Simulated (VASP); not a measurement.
# NaI (P6_3mc) in VASP: equation of state

Aim: energy against volume of NaI in PBE, for its equilibrium volume and stiffness.

Everything below comes from runs of VASP 6.6.1. Logs are shortened: lines on timing, memory, paths and dates and some standing lists are left out, and cuts for length are marked.

### Step 1. The structure

The structure is hexagonal, space group P6_3mc (No. 186). The conventional cell has a = 5.151 Å, b = 5.151 Å, c = 7.973 Å, α = 90.00°, β = 90.00°, γ = 120.00°. Around Na (site symmetry 3m) lie 4 I at 3.10 to 3.11 Å. Around I (site symmetry 3m) lie 4 Na at 3.10 to 3.11 Å.

The cell was built by a generator and needn't be a form met in nature.

### Step 2. Equation of state, PBE, 43.05 Å³/atom (volume scaled by 0.94)

Contents of INCAR:

```
ALGO = Normal ; EDIFF = 1E-7
ENCUT = 520 ; GGA = PE
ISIF = 2 ; ISMEAR = -1
LASPH = True ; LCHARG = False
LREAL = False ; LWAVE = False
NBANDS = 22 ; NELM = 60
PREC = Accurate ; SIGMA = 0.05
```

Contents of KPOINTS:

```
k-points
0
Gamma
  6 6 4
```

Contents of POSCAR:

```
NaI
1.0
    5.0456031495      0.0000000000      0.0000000000
   -2.5228064727      4.3696201634      0.0000000000
    0.0000000000      0.0000000000      7.8104653496
Na I
2 2
Direct
    0.3333300000      0.6666700000      0.3816100000
    0.6666700000      0.3333300000      0.8816100000
    0.3333300000      0.6666700000      0.9915300000
    0.6666700000      0.3333300000      0.4915300000
```

Potentials or basis: VASP PAW PBE potentials, release 64 (Na_pv, I).

Command:

```console
$ cat potpaw_PBE.64/Na_pv/POTCAR potpaw_PBE.64/I/POTCAR > POTCAR
$ mpirun -np 1 vasp_std > vasp.out
```

OUTCAR:

```text
EDIFF = 1E-7
   ENCUT = 520
   GGA = PE
   ISIF = 2
   ISMEAR = -1
   LASPH = True
   LREAL = False
   NELM = 60
   PREC = Accurate

 Found     39 irreducible k-points:

 Following reciprocal coordinates:
            Coordinates               Weight
  0.000000  0.000000  0.000000      1.000000
  0.166667  0.000000  0.000000      4.000000
 -0.166667  0.166667  0.000000      2.000000
  0.333333  0.000000  0.000000      4.000000
 -0.333333  0.333333  0.000000      2.000000
  0.500000 -0.000000  0.000000      2.000000
   k-points           NKPTS =     39   k-points in BZ     NKDIM =     39   number of bands    NBANDS=     22
   number of dos      NEDOS =    301   number of ions     NIONS =      4
   total plane-waves  NPLWV =  96000
   dimension x,y,z NGX =    40 NGY =   40 NGZ =   60
   dimension x,y,z NGXF=    80 NGYF=   80 NGZF=  120
   ions per type =               2   2
   NGX,Y,Z   is equivalent  to a cutoff of  13.18, 13.18, 12.77 a.u.
   NGXF,Y,Z  is equivalent  to a cutoff of  26.36, 26.36, 25.54 a.u.
 SYSTEM =  unknown system
   PREC   = accura    normal or accurate (medium, high low for compatibility)
   ISTART =      0    job   : 0-new  1-cont  2-samecut
   ICHARG =      2    charge: 1-file 2-atom 10-const
   ISPIN  =      1    spin polarized calculation?
   LNONCOLLINEAR =      F non collinear calculations
   LSORBIT =      F    spin-orbit coupling
   LASPH  =      T    aspherical Exc in radial PAW
   ENCUT  =  520.0 eV  38.22 Ry    6.18 a.u.   9.38  9.38 14.52*2*pi/ulx,y,z
   NELM   =     60;   NELMIN=  2; NELMDL= -5     # of ELM steps
   EDIFF  = 0.1E-06   stopping-criterion for ELM
   LREAL  =      F    real-space projection
   EDIFFG = 0.1E-05   stopping-criterion for IOM
   NSW    =      0    number of steps for IOM
   IBRION =     -1    ionic relax: 0-MD 1-quasi-New 2-CG
   NFREE  =      0    steps in history (QN), initial steepest desc. (CG)
   ISIF   =      2    stress and relaxation
   ISYM   =      2    0-nonsym 1-usesym 2-fastsym
   POTIM  = 0.5000    time-step for ionic-motion
   TEBEG  =    0.0;   TEEND  =   0.0 temperature during run
   PSTRESS=    0.0 pullay stress
   NELECT =      28.0000    total number of electrons
   NUPDOWN=      -1.0000    fix difference up-down
   EMIN   =  10.00;   EMAX   =-10.00  energy-range for DOS
   EFERMI =   0.00;   METHOD = LEGACY
   ISMEAR =    -1;   SIGMA  =   0.05  broadening in eV -4-tet -1-fermi 0-gaus
   EFERMI_NEDOS =   21; number of points for ismear=-14 and -15
   IALGO  =     38    algorithm
   IMIX   =      4    mixing-type and parameters
     AMIX     =   0.40;   BMIX     =  1.00
     AMIX_MAG =   1.60;   BMIX_MAG =  1.00
  volume/ion in A,a.u.               =      43.05       290.52
  Fermi-wavevector in a.u.,A,eV,Ry     =   0.893545  1.688555 10.863192  0.798422
  Thomas-Fermi vector in A             =   2.015636
   LORBIT       =      0    0 simple, 1 ext, 2 COOP (PROOUT), +10 PAW based schemes
   GGA     = PE    functional components
   LHFCALC =     F    Hartree Fock is set to
   AEXX    =    0.0000 exact exchange contribution
   IVDW    =     0    specifies the selected vdW correction
   LEPSILON=     F    determine dielectric tensor
   LRPA    =     F    only Hartree local field effects (RPA)
 non-spin polarized calculation
  energy-cutoff  :      520.00
  volume of cell :      172.20
 maximum number of plane-waves:      4697
 NGX is ok and might be reduce to    40
   NGX = 19   NGY = 19   NGZ = 29

 number of electron      28.0000005 magnetization

 Free energy of the ion-electron system (eV)
  ---------------------------------------------------
  ext. energy  EPLUGINS =         0.00000000
  ---------------------------------------------------
  free energy    TOTEN  =       -10.57893850 eV

  energy without entropy =      -10.57893850  energy(sigma->0) =      -10.57893850

 E-fermi :   0.2541     XC(G=0):  -6.5778

 val. band max:       -0.8504641748   @ k =   0.0000   0.0000   0.0000
 cond. band min:       2.9446725116   @ k =   0.0000   0.0000   0.0000
 fundamental gap:      3.7951366865
 Fermi energy:         0.2541328818

 k-point     1 :       0.0000    0.0000    0.0000
  band No.  band energies     occupation
      1     -22.9916      2.00000
      2     -22.9884      2.00000
      3     -22.9868      2.00000
      4     -22.9868      2.00000
      5     -22.9863      2.00000
      6     -22.9863      2.00000
[... 14 lines left out ...]
     21       7.3447      0.00000
     22       7.3527      0.00000

 k-point     2 :       0.1667    0.0000    0.0000
  band No.  band energies     occupation
      1     -22.9914      2.00000
      2     -22.9886      2.00000
      3     -22.9872      2.00000
      4     -22.9869      2.00000
      5     -22.9868      2.00000
      6     -22.9863      2.00000
[... 14 lines left out ...]
     21       7.3510      0.00000
     22       7.3956      0.00000

 k-point     3 :      -0.1667    0.1667    0.0000
  band No.  band energies     occupation
      1     -22.9914      2.00000
      2     -22.9886      2.00000
      3     -22.9872      2.00000
      4     -22.9869      2.00000
      5     -22.9868      2.00000
      6     -22.9863      2.00000
[... 14 lines left out ...]
     21       7.3510      0.00000
     22       7.3957      0.00000

 k-point     4 :       0.3333    0.0000    0.0000
  band No.  band energies     occupation
      1     -22.9910      2.00000
      2     -22.9890      2.00000
      3     -22.9882      2.00000
      4     -22.9879      2.00000
      5     -22.9871      2.00000
      6     -22.9865      2.00000
[... 14 lines left out ...]
     21       7.2226      0.00000
     22       8.2695      0.00000

 k-point     5 :      -0.3333    0.3333    0.0000
  band No.  band energies     occupation
      1     -22.9910      2.00000
      2     -22.9890      2.00000
      3     -22.9882      2.00000
      4     -22.9879      2.00000
      5     -22.9871      2.00000
      6     -22.9865      2.00000
[... 14 lines left out ...]
     21       7.2228      0.00000
     22       8.2695      0.00000

 k-point     6 :       0.5000   -0.0000    0.0000
  band No.  band energies     occupation
      1     -22.9906      2.00000
      2     -22.9895      2.00000
      3     -22.9886      2.00000
      4     -22.9883      2.00000
      5     -22.9873      2.00000
      6     -22.9866      2.00000
[... 14 lines left out ...]
     21       7.5582      0.00000
     22       9.1304      0.00000

 [... further k-points ...]

------------------------ aborting loop because EDIFF is reached ----------------------------------------

  FORCE on cell =-STRESS in cart. coord.  units (eV):
  Direction    XX          YY          ZZ          XY          YZ          ZX
  --------------------------------------------------------------------------------------
  -------------------------------------------------------------------------------------
  Total        0.8550430      0.8552980      0.7833288      0.0002199      0.0000000      0.0000000
  in kB        7.9554522      7.9578242      7.2882115      0.0020464      0.0000000      0.0000000
  external PRESSURE =       7.7338293 kB  Pullay stress =       0.0000000 kB

 VOLUME and BASIS-vectors are now :
 -----------------------------------------------------------------------------
  energy-cutoff  :      520.00
  volume of cell :      172.20
      direct lattice vectors                 reciprocal lattice vectors
     5.045603149  0.000000000  0.000000000     0.198192361  0.114426644  0.000000000
    -2.522806473  4.369620163  0.000000000     0.000000000  0.228852844  0.000000000
     0.000000000  0.000000000  7.810465350     0.000000000  0.000000000  0.128033344

 POSITION                                       TOTAL-FORCE (eV/Angst)
 -----------------------------------------------------------------------------------
     -0.00003      2.91309      2.98055         0.000086     -0.000050      0.013024
      2.52283      1.45653      6.88578        -0.000086      0.000050      0.013024
     -0.00003      2.91309      7.74431         0.000089     -0.000051     -0.013024
      2.52283      1.45653      3.83908        -0.000089      0.000051     -0.013024
 -----------------------------------------------------------------------------------
    total drift:                                0.000000      0.000000      0.001386

  FREE ENERGIE OF THE ION-ELECTRON SYSTEM (eV)
  ---------------------------------------------------
  free  energy   TOTEN  =       -10.5789385028 eV

  energy  without entropy=      -10.5789385028  energy(sigma->0) =      -10.57893850
```

stdout:

```text
POSCAR found type information on POSCAR NaI
 POSCAR found :  2 types and       4 ions
 scaLAPACK will be used
 LDA part: xc-table for (Slater+PW92), standard interpolation
 POSCAR, INCAR and KPOINTS ok, starting setup
 FFT: planning ... GRIDC
 FFT: planning ... GRID_SOFT
 FFT: planning ... GRID
 WAVECAR not read
 entering main loop
```

It took 2 min on 1 thread of AMD EPYC 7R13 (Zen 3), shared host; peak memory 0.33 GiB.

Results:

- Free energy: -10.5789 eV
- Pressure: 0.8 GPa
- Largest force: 0.013 eV/Å
- Band gap on the k mesh: 3.80 eV, direct

Caveat: spin-orbit coupling is left out, which moves the levels of the heavy elements.

### Step 3. Equation of state, PBE, 43.97 Å³/atom (volume scaled by 0.96)

Contents of INCAR:

```
SYSTEM = NaI
ALGO = Normal
EDIFF = 1E-7
ENCUT = 520
GGA = PE
ISIF = 2
ISMEAR = -1
LASPH = .True.
LCHARG = .False.
LREAL = .False.
LWAVE = .False.
NBANDS = 22
NELM = 100
PREC = Accurate
SIGMA = 0.05
```

Contents of KPOINTS:

```
k-points
0
Gamma
  6 6 4
  0 0 0
```

Contents of POSCAR:

```
NaI
1.0
    5.0811367367      0.0000000000      0.0000000000
   -2.5405733008      4.4003931503      0.0000000000
    0.0000000000      0.0000000000      7.8654704390
Na I
2 2
Direct
    0.3333300000      0.6666700000      0.3816100000
    0.6666700000      0.3333300000      0.8816100000
    0.3333300000      0.6666700000      0.9915300000
    0.6666700000      0.3333300000      0.4915300000
```

Potentials or basis: VASP PAW PBE potentials, release 64 (Na_pv, I).

Command:

```console
$ cat potpaw_PBE.64/Na_pv/POTCAR potpaw_PBE.64/I/POTCAR > POTCAR
$ mpirun -np 1 vasp_std > vasp.out
```

Run time: 3.1 min. Hardware: 1 thread of AMD EPYC 7R13 (Zen 3), shared host; peak memory 0.32 GiB.

Results (log left out):

```
Free energy            : -10.5934 eV
Pressure               : 0.5 GPa
Largest force          : 0.009 eV/Å
Band gap on the k mesh : 3.76 eV, direct
```

Caveat: spin-orbit coupling is left out, which moves the levels of the heavy elements.

### Step 4. Equation of state, PBE, 44.88 Å³/atom (volume scaled by 0.98)

Contents of INCAR:

```
PREC = Accurate
ENCUT = 520
EDIFF = 1E-7
ISMEAR = -1
SIGMA = 0.05
LREAL = False
LASPH = True
NELM = 80
ALGO = Normal
ISIF = 2
LWAVE = False
LCHARG = False
GGA = PE
NBANDS = 22
```

Contents of KPOINTS:

```
regular mesh
0
Gamma
  6 6 4
```

Contents of POSCAR:

```
NaI
1.0
    5.1161801664      0.0000000000      0.0000000000
   -2.5580950497      4.4307416483      0.0000000000
    0.0000000000      0.0000000000      7.9197167769
Na I
2 2
Direct
    0.3333300000      0.6666700000      0.3816100000
    0.6666700000      0.3333300000      0.8816100000
    0.3333300000      0.6666700000      0.9915300000
    0.6666700000      0.3333300000      0.4915300000
```

Command:

```console
$ cat potpaw_PBE.64/Na_pv/POTCAR potpaw_PBE.64/I/POTCAR > POTCAR
$ mpirun -np 1 vasp_std > vasp.out
```

Wall time 3.5 min (1 thread of AMD EPYC 7R13 (Zen 3), shared host); peak memory 0.31 GiB.

It converged, with:

```yaml
Free_energy: -10.6018 eV
Pressure: 0.2 GPa
Largest_force: 0.005 eV/Å
Band_gap_on_the_k_mesh: 3.73 eV, direct
```

Caveat: spin-orbit coupling is left out, which moves the levels of the heavy elements.

### Step 5. Equation of state, PBE, 46.71 Å³/atom (volume scaled by 1.02)

Contents of INCAR:

```
SYSTEM = NaI
PREC     = Accurate       ! precision mode
ENCUT    = 520            ! plane-wave cutoff, eV
EDIFF    = 1E-7           ! SCF threshold, eV
ISMEAR   = -1             ! smearing method
SIGMA    = 0.05           ! smearing width, eV
LREAL    = .False.        ! projectors in reciprocal space
LASPH    = .True.         ! aspherical terms in the spheres
NELM     = 100            ! most SCF steps
ALGO     = Normal         ! electronic algorithm
ISIF     = 2              ! what is computed and relaxed
LWAVE    = .False.        ! write WAVECAR
LCHARG   = .False.        ! write CHGCAR
GGA      = PE             ! functional
NBANDS   = 22             ! bands
```

Contents of KPOINTS:

```
regular mesh
0
Gamma
  6 6 4
  0 0 0
```

Contents of POSCAR:

```
NaI
1.0
    5.1848619213      0.0000000000      0.0000000000
   -2.5924359937      4.4902217881      0.0000000000
    0.0000000000      0.0000000000      8.0260343865
Na I
2 2
Direct
    0.3333300000      0.6666700000      0.3816100000
    0.6666700000      0.3333300000      0.8816100000
    0.3333300000      0.6666700000      0.9915300000
    0.6666700000      0.3333300000      0.4915300000
```

Command:

```console
$ cat potpaw_PBE.64/Na_pv/POTCAR potpaw_PBE.64/I/POTCAR > POTCAR
$ mpirun -np 1 vasp_std > vasp.out
```

It took 3.2 min on 1 thread of AMD EPYC 7R13 (Zen 3), shared host; peak memory 0.33 GiB.

Results (log left out):

```yaml
Free_energy: -10.6027 eV
Pressure: -0.2 GPa
Largest_force: 0.003 eV/Å
Band_gap_on_the_k_mesh: 3.67 eV, direct
```

Caveat: spin-orbit coupling is left out, which moves the levels of the heavy elements.

### Step 6. Equation of state, PBE, 47.63 Å³/atom (volume scaled by 1.04)

Edit INCAR of step 5 so:

```diff
@@ -8,3 +8,3 @@
 LASPH    = .True.         ! aspherical terms in the spheres
-NELM     = 100            ! most SCF steps
+NELM     = 80             ! most SCF steps
 ALGO     = Normal         ! electronic algorithm
```

Contents of KPOINTS:

```
Automatic mesh
0
Gamma
  6 6 4
  0 0 0
```

Contents of POSCAR:

```
NaI
1.0
    5.2185307992      0.0000000000      0.0000000000
   -2.6092704654      4.5193798894      0.0000000000
    0.0000000000      0.0000000000      8.0781529533
Na I
2 2
Direct
    0.3333300000      0.6666700000      0.3816100000
    0.6666700000      0.3333300000      0.8816100000
    0.3333300000      0.6666700000      0.9915300000
    0.6666700000      0.3333300000      0.4915300000
```

Potentials or basis: VASP PAW PBE potentials, release 64 (Na_pv, I).

Command:

```console
$ cat potpaw_PBE.64/Na_pv/POTCAR potpaw_PBE.64/I/POTCAR > POTCAR
$ mpirun -np 1 vasp_std > vasp.out
```

It took 2.4 min on 1 thread of AMD EPYC 7R13 (Zen 3), shared host; peak memory 0.32 GiB.

Results (log left out):

| Item | Value |
| --- | --- |
| Free energy | -10.5963 eV |
| Pressure | -0.4 GPa |
| Largest force | 0.006 eV/Å |
| Band gap on the k mesh | 3.64 eV, direct |

Caveat: spin-orbit coupling is left out, which moves the levels of the heavy elements.

[end of part 1 of 2]
